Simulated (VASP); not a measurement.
## A VASP 6.6.1 single-point calculation on CdTe

INCAR

```
NELM = 100
PREC = Accurate
IBRION = -1
NSW = 0
ISIF = 2
EDIFF = 1E-7
ENCUT = 520
GGA = PE
LREAL = .FALSE.
LCHARG = .FALSE.
LASPH = .TRUE.
ISMEAR = -1
SIGMA = 0.02
LWAVE = .FALSE.
NBANDS = 16
IVDW = 20
```

KPOINTS

```
KPOINTS created by Atomic Simulation Environment
0
Gamma
6 6 6
0 0 0
```

POSCAR

```
Cd Te
 1.0000000000000000
     0.0000000000000000    3.2799551162000000    3.2471555649999999
     3.2799551162000000    0.0000000000000000    3.2471555649999999
     3.2799551162000000    3.2799551162000000    0.0000000000000000
 Cd  Te
   1   1
Cartesian
  0.0000000000000000  0.0000000000000000  0.0000000000000000
  1.6399775581000000  1.6399775581000000  1.6235777825000000
```

The recommended PBE PAW datasets give the neutral cell 18 valence electrons.

Command

```
mpirun -np 1 vasp_std
```

Question: Predict the outcome of this run.

Answer: It converged. Results: gap between bands v and c on the k mesh 0.67 eV; least direct gap on the k mesh 0.67 eV; pressure -0.5 GPa. Band v is the last that the valence electrons fill when counted band by band, and c is the next.

OSZICAR

```
N       E                     dE             d eps       ncg     rms          rms(c)
DAV:   1     0.102177464279E+03    0.10218E+03   -0.81679E+03   960   0.962E+02
DAV:   2    -0.134445968374E+01   -0.10352E+03   -0.98408E+02  1152   0.236E+02
DAV:   3    -0.499277183659E+01   -0.36483E+01   -0.36426E+01  1184   0.467E+01
DAV:   4    -0.502632084486E+01   -0.33549E-01   -0.33547E-01  1456   0.394E+00
DAV:   5    -0.502639960297E+01   -0.78758E-04   -0.78758E-04  1256   0.180E-01    0.531E+00
DAV:   6    -0.480782692727E+01    0.21857E+00   -0.37156E-01  1120   0.718E+00    0.438E+00
DAV:   7    -0.479232907902E+01    0.15498E-01   -0.10565E-01  1120   0.209E+00    0.170E+00
DAV:   8    -0.479328448196E+01   -0.95540E-03   -0.10503E-02  1120   0.115E+00    0.458E-01
DAV:   9    -0.479362479678E+01   -0.34031E-03   -0.97772E-04  1136   0.324E-01    0.103E-01
DAV:  10    -0.479368046557E+01   -0.55669E-04   -0.11118E-04  1272   0.103E-01    0.558E-02
DAV:  11    -0.479372115201E+01   -0.40686E-04   -0.82638E-05  1120   0.572E-02    0.381E-02
DAV:  12    -0.479372025049E+01    0.90153E-06   -0.32318E-06  1224   0.141E-02    0.233E-02
DAV:  13    -0.479371997715E+01    0.27333E-06   -0.71132E-07  1224   0.401E-03    0.130E-02
DAV:  14    -0.479372007035E+01   -0.93198E-07   -0.93121E-07  1184   0.562E-03
   1 F= -.53140002E+01 E0= -.53140002E+01  d E =-.437452E-09
```

For comparison, a separate PBE run of the intended cell, on usual settings and not on those above, gives a gap of 0.67 eV on its mesh and a pressure of 1.5 GPa.
